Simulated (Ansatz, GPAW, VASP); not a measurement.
**Si2Mo: programs and potentials compared**

```
Mo Si
1.0
    -1.60000    1.60000    3.93050
     1.60000   -1.60000    3.93050
     1.60000    1.60000   -3.93050
Mo Si
1 2
Direct
  0.00000 0.00000 0.00000
  0.66700 0.66700 0.00000
  0.33300 0.33300 0.00000
```

Alike in all runs: task single point; functional PBE; k mesh 12 × 12 × 12; occupations gaussian, width 0.02 eV; no spin polarisation; no spin-orbit coupling. Pressure is positive in compression and, in plane waves, holds the error of the finite cutoff, which Ansatz's Pulay term estimates and takes out.

| program and potentials | plane-wave cutoff (eV) | notes | band gap (eV) | pressure (GPa) | largest force (eV/Å) |
| --- | --- | --- | --- | --- | --- |
| Ansatz, Ansatz PAW | 420 | Pulay term of +0.04 GPa included | no gap | 2.23 | 0.276 |
| GPAW, GPAW PAW data sets (gpaw-data 1.2.1) | 600 | - | no gap | 2.83 | 0.263 |
| VASP, PBE PAW files Mo_sv, Si, 520 eV | 520 | - | no gap | 2.39 | 0.272 |

Force on atom 2 (Si), eV/Å:

| program and potentials | x | y | z |
| --- | --- | --- | --- |
| Ansatz, Ansatz PAW | 0.000 | 0.000 | -0.276 |
| GPAW, GPAW PAW data sets (gpaw-data 1.2.1) | 0.000 | 0.000 | -0.263 |
| VASP, PBE PAW files Mo_sv, Si, 520 eV | 0.000 | 0.000 | -0.272 |

None finds a gap. The pressure spans 2.23 (Ansatz, Ansatz PAW) to 2.83 GPa (GPAW, GPAW PAW data sets (gpaw-data 1.2.1)).

Differences between rows come from potentials, basis sets and numerical settings, since the functional is the same but for its coding. Runs on potential files found faulty are left out.

All three runs make MoSi2 a metal, as it is known to be. Mo d states hybridise with Si p states, which typically leaves a pseudogap near the Fermi level rather than a true gap.

The runs also agree that the structure is not at its PBE minimum. The positive pressure, from 2.23 to 2.83 GPa, means that the cell would expand. This suits a cell close to the measured one, since PBE tends to underbind slightly. For so stiff a silicide the spread between programs corresponds to only a small change in lattice parameter.

The force on Si lies purely along the tetragonal axis, the only direction in which symmetry leaves its position free. It pulls the atom away from the Mo on that axis and towards the neighbouring Si, so the ideal one-third spacing is not enforced by symmetry and gives way to a balance of Mo–Si and Si–Si bonding. The close agreement on this force suggests that the displacement is a property of the functional and the bonding, not of one potential set.
